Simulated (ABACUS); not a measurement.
BaF2 (Frankdicksonite) under changes of volume

One of the cells (19.862 Å³/atom); the others are scaled copies at fixed shape and fractional positions:

```xyz
3
Lattice="0.0000 3.1000 3.1000 3.1000 0.0000 3.1000 3.1000 3.1000 0.0000" Properties=species:S:1:pos:R:3 pbc="T T T"
Ba    0.0000    0.0000    0.0000
F     4.6501    4.6501    4.6501
F     1.5500    1.5500    1.5500
```

- Program: ABACUS 3.10.1
- Functional: PBE
- Potentials or basis: PseudoDojo NC SR 0.4.1 PBE standard
- Cutoff: 1143 eV
- Density cutoff: 4572 eV
- Basis: plane waves
- k mesh: 8 × 8 × 8
- Occupations: fermi-dirac, width 0.05 eV
- Spin: no spin polarisation

```tsv
volume (Å³/atom)	energy over the lowest point (meV/atom)	pressure (GPa)	gap on the mesh (eV)
18.670	30.47	6.0	7.08
19.067	17.51	4.4	6.99
19.464	8.38	3.0	6.90
19.862	?	?	?
20.259	0.00	0.5	6.73
20.656	0.06	-0.5	6.64
21.053	2.56	-1.5	6.56
```

Task: What does the run at 19.862 Å³/atom give?

Result: Energy over the lowest point 2.67 meV/atom; pressure 1.7 GPa; gap on the mesh 6.81 eV.

Worked out: A Birch-Murnaghan fit of order 3 (a polynomial in V^(-2/3)) to the other rows has its minimum at 20.45 Å³/atom with B0 = V·E''(V) = 54 GPa and B' = 4.8. It gives 2.66 meV/atom at 19.862 Å³/atom, against the run's 2.67, and -dE/dV = 1.7 GPa, against 1.7. A straight line through the other rows of the gap, of slope -4.34 eV per unit of ln V, gives 6.81 eV, against the run's 6.81.

Energies are extrapolated to zero smearing.

Caveats: this release of the barium file is off; spin-orbit coupling is left out, which moves the levels of the heavy elements.

A mesh can miss the band edges.
